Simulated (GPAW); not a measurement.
# Cu2O (Cuprite) (Pn-3m) in GPAW: reference runs

Reference runs on Cu2O (Cuprite): the cell as given.

Program: GPAW 26.7.0. These are calculated values, not measurements. Logs are shortened: lines on timing, memory, paths and dates and some standing lists are left out, and cuts for length are marked. The log counts tension as positive stress, the text compression.

**The experiment to reproduce.**

From “Importance of surface oxygen vacancies for ultrafast hot carrier relaxation and transport in Cu2O”, 2021, arxiv:2103.03167, for a bulk crystal of Cu2O: band gap 2.17 eV (direct).

How close the calculation comes is told below.

## (1) The structure

The structure is cubic, space group Pn-3m (No. 224). Conventional cell: a = 4.260 Å, b = 4.260 Å, c = 4.260 Å, α = 90.00°, β = 90.00°, γ = 90.00°. Cu (site symmetry -3m) has 2 O at 1.84 Å as nearest neighbours. O (site symmetry -43m) has 4 Cu at 1.84 Å as nearest neighbours.

## (2) Single point, PBE

run.py reads:

```python
from ase import Atoms
from ase.dft.bandgap import bandgap
from ase.io import write
from ase.units import GPa
from gpaw import GPAW, PW

atoms = Atoms(['Cu', 'Cu', 'Cu', 'Cu', 'O', 'O'],
              cell=[[4.26, 0.0, 0.0],
                    [0.0, 4.26, 0.0],
                    [0.0, 0.0, 4.26]],
              scaled_positions=[[0.75, 0.25, 0.75],
                                [0.75, 0.75, 0.25],
                                [0.25, 0.75, 0.75],
                                [0.25, 0.25, 0.25],
                                [0.5, 0.5, 0.5],
                                [0.0, 0.0, 0.0]],
              pbc=True)

calc = GPAW(mode=PW(800),
            xc='PBE',
            kpts={'size': (6, 6, 6), 'gamma': True},
            occupations={'name': 'fermi-dirac', 'width': 0.05},
            nbands=51,
            convergence={'density': 1e-05, 'energy': 1e-05},
            maxiter=150,
            txt='gpaw.txt')
atoms.calc = calc
energy = atoms.get_potential_energy()
forces = atoms.get_forces()
stress = atoms.get_stress()
calc.write('gs.gpw')
write('result.traj', atoms)
print(f'Energy: {energy:.6f} eV')
print('Forces (eV/A):')
print(forces.round(4))
print('Stress (GPa):', (stress / GPa).round(3))
print('Fermi level:', round(calc.get_fermi_level(), 4), 'eV')
print(f'Gap: {bandgap(calc)[0]:.4f} eV, direct: {bandgap(calc, direct=True)[0]:.4f} eV')
```

Potentials or basis: GPAW PAW data sets (gpaw-data 1.2.1), pw.

The run is started by

```
$ OMP_NUM_THREADS=1 python run.py
```

gpaw.txt:

```text
__  _  _
 | _ |_)|_||  |
 |__||  | ||/\| - 26.7.0

Input parameters:
  mode=PW(ecut=800.0),
  convergence={'density': 1e-05, 'energy': 1e-05},
  kpts=MonkhorstPack(size=(6, 6, 6), gamma=True),
  maxiter=150,
  nbands=51,
  occupations=Occupations(name='fermi-dirac', width=0.05),
  xc=XC(name='PBE')

Diagonalizing LCAO Hamiltonian
Converting LCAO to pw mode
    .---------.
   /|         |
  / | Cu      |
 *  |         |
 |  |  O CuCu |
 |  .---------.
 | /Cu       /
 |/         /
 O---------*

Atoms  # Å, Bohr magnetons
|   | symbol |        x |        y |        z |    initial magnetic moments |
|---|--------|----------|----------|----------|-----------------------------|
| 0 |     Cu | 3.195000 | 1.065000 | 3.195000 | ( 0.0000,  0.0000,  0.0000) |
| 1 |     Cu | 3.195000 | 3.195000 | 1.065000 | ( 0.0000,  0.0000,  0.0000) |
| 2 |     Cu | 1.065000 | 3.195000 | 3.195000 | ( 0.0000,  0.0000,  0.0000) |
| 3 |     Cu | 1.065000 | 1.065000 | 1.065000 | ( 0.0000,  0.0000,  0.0000) |
| 4 |      O | 2.130000 | 2.130000 | 2.130000 | ( 0.0000,  0.0000,  0.0000) |
| 5 |      O | 0.000000 | 0.000000 | 0.000000 | ( 0.0000,  0.0000,  0.0000) |

Unit cell  # Å
| periodic |        x |        y |        z |  lengths |    angles |
|----------|----------|----------|----------|----------|-----------|
|      yes | 4.260000 | 0.000000 | 0.000000 | 4.260000 | 90.000000 |
|      yes | 0.000000 | 4.260000 | 0.000000 | 4.260000 | 90.000000 |
|      yes | 0.000000 | 0.000000 | 4.260000 | 4.260000 | 90.000000 |

Number of symmetries: 24
Symmetry operations  # r_c * U_cc + t_c -> r_c
|    | kind |            matrix            |
|----|------|------------------------------|
|  0 |  E   |  1, 0, 0,  0, 1, 0,  0, 0, 1 |
|  1 |  σ   |  1, 0, 0,  0, 0, 1,  0, 1, 0 |
|  2 |  σ   |  1, 0, 0,  0, 0,-1,  0,-1, 0 |
|  3 |  C2  |  1, 0, 0,  0,-1, 0,  0, 0,-1 |
|  4 |  σ   |  0, 1, 0,  1, 0, 0,  0, 0, 1 |
|  5 |  C3  |  0, 1, 0,  0, 0, 1,  1, 0, 0 |
|  6 |  C3  |  0, 1, 0,  0, 0,-1, -1, 0, 0 |
|  7 |  S4  |  0, 1, 0, -1, 0, 0,  0, 0,-1 |
|  8 |  C3  |  0, 0, 1,  1, 0, 0,  0, 1, 0 |
|  9 |  σ   |  0, 0, 1,  0, 1, 0,  1, 0, 0 |
| 10 |  S4  |  0, 0, 1,  0,-1, 0, -1, 0, 0 |
| 11 |  C3  |  0, 0, 1, -1, 0, 0,  0,-1, 0 |
| 12 |  C3  |  0, 0,-1,  1, 0, 0,  0,-1, 0 |
| 13 |  σ   |  0, 0,-1,  0, 1, 0, -1, 0, 0 |
| 14 |  S4  |  0, 0,-1,  0,-1, 0,  1, 0, 0 |
| 15 |  C3  |  0, 0,-1, -1, 0, 0,  0, 1, 0 |
| 16 |  S4  |  0,-1, 0,  1, 0, 0,  0, 0,-1 |
| 17 |  C3  |  0,-1, 0,  0, 0, 1, -1, 0, 0 |
| 18 |  C3  |  0,-1, 0,  0, 0,-1,  1, 0, 0 |
| 19 |  σ   |  0,-1, 0, -1, 0, 0,  0, 0, 1 |
| 20 |  C2  | -1, 0, 0,  0, 1, 0,  0, 0,-1 |
| 21 |  S4  | -1, 0, 0,  0, 0, 1,  0,-1, 0 |
| 22 |  S4  | -1, 0, 0,  0, 0,-1,  0, 1, 0 |
| 23 |  C2  | -1, 0, 0,  0,-1, 0,  0, 0, 1 |

BZ-sampling:
  Number of BZ points: 216
  Number of IBZ points: 20

  Monkhorst-Pack size: [6, 6, 6]
  Monkhorst-Pack shift: [0.08333333333333333, 0.08333333333333333, 0.08333333333333333]

K-points  # in reciprocal-cell coordinates
|     |                                coordinates |     weight |
|-----|--------------------------------------------|------------|
|   0 | (  0.00000000,   0.00000000,   0.00000000) | 0.00462963 |
|   1 | (  0.16666667,   0.00000000,   0.00000000) | 0.02777778 |
|   2 | (  0.16666667,   0.16666667,   0.00000000) | 0.05555556 |
|   3 | (  0.16666667,   0.16666667,   0.16666667) | 0.03703704 |
|   4 | (  0.33333333,   0.00000000,   0.00000000) | 0.02777778 |
|   5 | (  0.33333333,   0.16666667,   0.00000000) | 0.11111111 |
|   6 | (  0.33333333,   0.16666667,   0.16666667) | 0.11111111 |
|   7 | (  0.33333333,   0.33333333,   0.00000000) | 0.05555556 |
|   8 | (  0.33333333,   0.33333333,   0.16666667) | 0.11111111 |
|   9 | (  0.33333333,   0.33333333,   0.33333333) | 0.03703704 |
| ... |                                            |            |
|  19 | (  0.50000000,   0.50000000,   0.50000000) | 0.00462963 |

Plane wave coefficients: 4012
Cutoff: 800.0 eV

Spin-components: 1 (collinear spins)
Bands:           51
Projectors:      34
Spin-degeneracy: 2
Datatype:        complex128

Parallelization:
  kpt:    1
  domain: 1
  band:   1

Density:
  Valence electrons: 56.0
  Components: 1
  Grid points: [28 28 28]
  Charge: 0.0  # |e|

Potential:
  Grid points: [28 28 28]

species:
  Cu:
    name:    Copper
    Z:       29.0
    valence: 11
    core:    18
    charge:  0.0  # [|e|]
    compensation charges:
      type: gauss
      rc: 0.33  # [Å]
      lmax: 2
    cutoffs:
      filter: 2.06  # [Å]
      core: 2.43  # [Å]
    projectors
    | kind |    occ | energy [eV] | rcut [Å] |
    |------|--------|-------------|----------|
    |   4s |  1.000 |      -4.609 |    1.164 |
    |   4p |  0.000 |      -0.698 |    1.164 |
    |   3d | 10.000 |      -5.039 |    1.058 |
    |    s |        |      22.603 |    1.164 |
    |    p |        |      26.513 |    1.164 |
    |    d |        |      22.172 |    1.058 |

    Using partial waves for Cu as LCAO basis

  O:
    name:    Oxygen
    Z:       8.0
    valence: 6
    core:    2
    charge:  0.0  # [|e|]
    compensation charges:
      type: gauss
      rc: 0.21  # [Å]
      lmax: 2
    cutoffs:
      filter: 1.17  # [Å]
      core: 0.83  # [Å]
    projectors
    | kind |    occ | energy [eV] | rcut [Å] |
    |------|--------|-------------|----------|
    |   2s |  2.000 |     -23.961 |    0.688 |
    |   2p |  4.000 |      -9.029 |    0.598 |
    |    s |        |       3.251 |    0.688 |
    |    p |        |      18.182 |    0.598 |
    |    d |        |       0.000 |    0.619 |

    Using partial waves for O as LCAO basis

Reference energy: -184167.511967  # eV

eigensolver:
  PPCG
  Converge bands: occupied
  niter=2

density mixing:
  MSR1-Mixer
  Pratt-step length: 0.05
  Maximum mixing coefficient: 0.75
  Old densities: 10
  SVD Regularization: 0.005
  Good broyden scale: 1.0
  Trust region scale: 1.0
  Backstep threshold: 4.0
  History deletion threshold: 6.0
  Fourier metric: weight=20.0, sigma=0.015

occupation numbers:
  Fermi-Dirac:
    width: 0.0500  # eV

poisson solver:
  ecut: 6400.0  # eV

xc functional:
  name: PBE with 2 nearest neighbor stencil

convergence criteria:
- Maximum integral of absolute [dens]ity change: 1e-05 electrons / valence electron
- Maximum [total energy] change in last 3 cyles: 1e-05 eV / valence electron
- Maximum integral of absolute [eigenst]ate change: 4e-08 eV^2 / valence electron
maximum number of iterations: 150

SCF iterations
|iter     | |      energy | eigst |  dens |
|---------|-|-------------|-------|-------|
|iter:   1| |  -33.363468 | +0.42 |       |
|iter:   2| |  -30.995519 | -1.47 | -0.97 |
|iter:   3| |  -27.501570 | -1.10 | -1.08 |
|iter:   4| |  -27.444897 | -2.97 | -1.72 |
|iter:   5| |  -27.414391 | -3.41 | -1.88 |
|iter:   6| |  -27.412873 | -4.38 | -2.48 |
|iter:   7| |  -27.412862 | -5.60 | -3.11 |
|iter:   8| |  -27.412862c| -6.26 | -3.65 |
|iter:   9| |  -27.412862c| -7.57c| -4.31 |
|iter:  10| |  -27.412862c| -8.32c| -4.67 |
|iter:  11| |  -27.412862c| -7.89c| -4.92 |
|iter:  12| |  -27.412862c| -8.57c| -6.01c|

Converged in 12 steps
Energy contributions relative to reference atoms: (reference = -184167.511967)

Energy contributions:
  Kinetic:          -8.033760
  Coulomb:          -1.829861
  Zero:              0.766034
  External:          0.000000
  Xc:              -18.315236
  Entropy:          -0.000077
  Spinorbit:         0.000000
  ----------------------------
  Free energy:     -27.412901
  Extrapolated:    -27.412862

dipole moment: (-11.943533, -11.943533, -11.943533)  # |e|*Ang

Fermi level: 5.669
Eigenvalues  # (at kpt = [0.000, 0.000, 0.000])
| band index |      eig [eV] | occ [0-2] |
|------------|---------------|-----------|
|          0 |       -14.778 |     2.000 |
|        ... |               |           |
|         20 |         3.581 |     2.000 |
|         21 |         3.581 |     2.000 |
|         22 |         3.775 |     2.000 |
|         23 |         3.775 |     2.000 |
|         24 |         3.775 |     2.000 |
|         25 |         5.349 |     1.997 |
|         26 |         5.349 |     1.997 |
|         27 |         5.349 |     1.997 |
|         28 |         5.893 |     0.022 |
|         29 |         6.579 |     0.000 |
|         30 |         6.579 |     0.000 |
|         31 |        13.291 |     0.000 |
|         32 |        13.291 |     0.000 |
|         33 |        13.291 |     0.000 |
|         34 |        14.668 |     0.000 |
|         35 |        14.668 |     0.000 |
|        ... |               |           |
|         50 |        28.656 |     0.000 |

Gap: 0.545 eV
Transition (v -> c):
  (s=0, k=0, n=27, [0.00, 0.00, 0.00]) -> (s=0, k=0, n=28, [0.00, 0.00, 0.00])
No difference between direct/indirect transitions

Forces  # eV/Ang
|        x |        y |        z |
|----------|----------|----------|
|  0.00002 | -0.00002 |  0.00002 |  # Cu   0
|  0.00002 |  0.00002 | -0.00002 |  # Cu   1
| -0.00002 |  0.00002 |  0.00002 |  # Cu   2
| -0.00002 | -0.00002 | -0.00002 |  # Cu   3
| -0.00000 |  0.00000 |  0.00000 |  # O    4
|  0.00000 |  0.00000 |  0.00000 |  # O    5

Stress tensor  # eV/Ang^3
|         x |         y |         z |
|-----------|-----------|-----------|
| -0.033464 |  0.000000 |  0.000000 |
|  0.000000 | -0.033464 | -0.000000 |
|  0.000000 | -0.000000 | -0.033464 |

# Writing to gs.gpw (mode='')
```

Wall time 87 s (1 thread of Arm Neoverse V1, shared host); peak memory 0.26 GiB.

What came out:

```yaml
Free_energy: -27.4129 eV
Pressure: 5.4 GPa
Band_gap_on_the_k_mesh: 0.54 eV, direct
```

Caveat: with this Cu data set, volumes or pressures lay over 1.5 % or 2 GPa off other programs in two to four cells of ten.

## (3) How close it comes

Step 2. A measured gap of Cu2O is 2.17 eV (direct; quoted in “Importance of surface oxygen vacancies for ultrafast hot carrier relaxation and transport in Cu2O”, 2021, arxiv:2103.03167); the calculated 0.54 eV misses it by -1.63 eV. So large a miss can be the level of theory's own, or it may mean another phase, state or a wrong row. The value is that of PBE on a finite k mesh, which can miss the band edges, without temperature or zero-point motion. Semilocal functionals fall short of measured gaps as a rule.
